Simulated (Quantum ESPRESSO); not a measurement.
## Moving the Hubbard U on Hf d in HfO2

```yaml
crystal:
  lattice:
    - [0.00000, 2.55750, 2.55750]
    - [2.55750, 0.00000, 2.55750]
    - [2.55750, 2.55750, 0.00000]
  atoms:
    - { symbol: Hf, position: [0.00000, 0.00000, 0.00000] }
    - { symbol: O, position: [0.75000, 0.75000, 0.75000] }
    - { symbol: O, position: [0.25000, 0.25000, 0.25000] }
```

Measurements of this composition are mostly on another form, of space group No. 14.

Kept alike: task single point; functional PBE; k mesh 9 × 9 × 9; occupations fermi-dirac, width 0.05 eV; no spin polarisation. Program: Quantum ESPRESSO, SSSP 1.3 efficiency PBE, cutoff 816 eV. The mesh is that of the run's cell of 3 atoms. No spin-orbit coupling.

| Hubbard U on Hf d, U (eV) | pressure (GPa) |
| --- | --- |
| 0 | -4.40 |
| 1 | -3.08 |
| 2 | ? |
| 3 | -0.26 |
| 4 | 1.25 |
| 5 | 2.82 |
| 6 | 4.46 |
| 8 | 7.93 |

Pressure is positive in compression; the values hold the error of the finite cutoff, so their zero can differ a little from the energy's minimum. U acts here on a shell without spin polarisation. How U acts hangs on the program's projectors.

Q: Fit the rows shown and predict the run at 2 eV.

A: A least-squares parabola through the rows shown is pressure = 0.0323 U² + 1.2825 U - 4.398 (largest miss 0.003); at U = 2 it gives -1.70 GPa. The run gave: pressure -1.71 GPa.
